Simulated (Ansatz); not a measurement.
This script for a scan of one input key of InAs, space group Fm-3m with the Ansatz DFT code, driven from Python holds a mistake.

Script `edit.py`:
```python
"""Keys set on an Input object, for InAs."""

import logging
import sys

import ansatz as az
import pandas as pd
from pymatgen.core import Lattice, Structure
from pymatgen.io.ase import AseAtomsAdaptor

logging.basicConfig(stream=sys.stdout, format="%(name)s: %(message)s")
logger = logging.getLogger("calc")
logger.setLevel(logging.INFO)


def main() -> None:
    pmg_structure = Structure(
        Lattice([[0.0, 2.877304, 2.877304], [2.877304, 0.0, 2.877304], [2.877304, 2.877304, 0.0]]),
        ["In", "As"],
        [
            [0.5, 0.5, 0.5],
            [0.0, 0.0, 0.0],
        ],
    )
    cell = az.Crystal.from_ase(AseAtomsAdaptor.get_atoms(pmg_structure))

    model = (
        cell.calculation()
        .functional("lda")
        .kpoints(mesh=(4, 4, 4))
        .occupations(az.OccupationsMethod.FIXED)  # no smearing
        .band_table()
    )
    typed = model.input()
    rows = []
    for value in [2, 6, 12]:
        edited = typed.set(az.key.scf.n_extra_bands, value)
        data = az.Session.from_dict(edited).plan().execute().report
        rows.append((value, data["free_energy_ev"], data["n_iterations"], len(data["eigenvalues_ev"][0]) if "eigenvalues_ev" in data else 0))
    print(pd.DataFrame(rows, columns=["extra bands", "F eV", "iterations", "bands listed"]).round(4).to_string(index=False))


if __name__ == "__main__":
    main()
```

```console
$ python edit.py
DeckWarning: basis.ecutwfc = 420 eV, auto-derived from the records' recommended cutoffs: set by In (normal level)
RunWarning: iter 1: σ=0 fill of 14 bands saw a band overlap (occupied 9.7438 eV > unoccupied 7.2890 eV) — on an unconverged iterate often a transient of an unconverged empty band; one that stands at [...]
RunWarning: a fill by count may have filled part of one level: at k-index 0 the highest filled band, 9.433229 eV, and the lowest empty band, 9.433229 eV, stand 1.403e-12 eV apart, within the solve's [...]
RunWarning: the bands overlap at the fill by count (14 filled at each k-point of a channel): the highest filled level, 9.857350 eV at k-index 2, stands 2.4989 eV over the lowest empty one, 7.358461 [...]
 extra bands        F eV  iterations  bands listed
           2 -10230.2918           6            16
           6 -10230.2918           6            20
          12 -10230.2918           6            26
```
(Warnings from the package without file and line, shortened, repeats left out.)

The script ran to its end, but the result can't be trusted. Why?

The fault: fixed occupations, though the bands overlap at this level of theory. The change:

```diff
--- before
+++ after
@@ -30,3 +30,3 @@
         .kpoints(mesh=(4, 4, 4))
-        .occupations(az.OccupationsMethod.FIXED)  # no smearing
+        .occupations("fermi_dirac", width=0.1)  # smearing steadies the SCF of a metal
         .band_table()
```

The mended script runs so:

```console
$ python edit.py
DeckWarning: basis.ecutwfc = 420 eV, auto-derived from the records' recommended cutoffs: set by In (normal level)
 extra bands        F eV  iterations  bands listed
           2 -10230.6201           7            16
           6 -10230.6201           7            20
          12 -10230.6201           7            26
```
(Warnings from the package without file and line, repeats left out.)

Caveats:
- The settings weren't tested for convergence.
- For a metal this mesh is far too coarse, so the numbers only illustrate the procedure.
- This is a high-temperature or high-pressure form, not the ambient phase.
- This cell is a computed structure, which may not be the phase found in nature.
- Run time: 2.9 s on 1 thread of Arm Neoverse V2 (shared host), peak memory 0.44 GiB.

(Lines on the test bed's own set-up are left out of the output.)
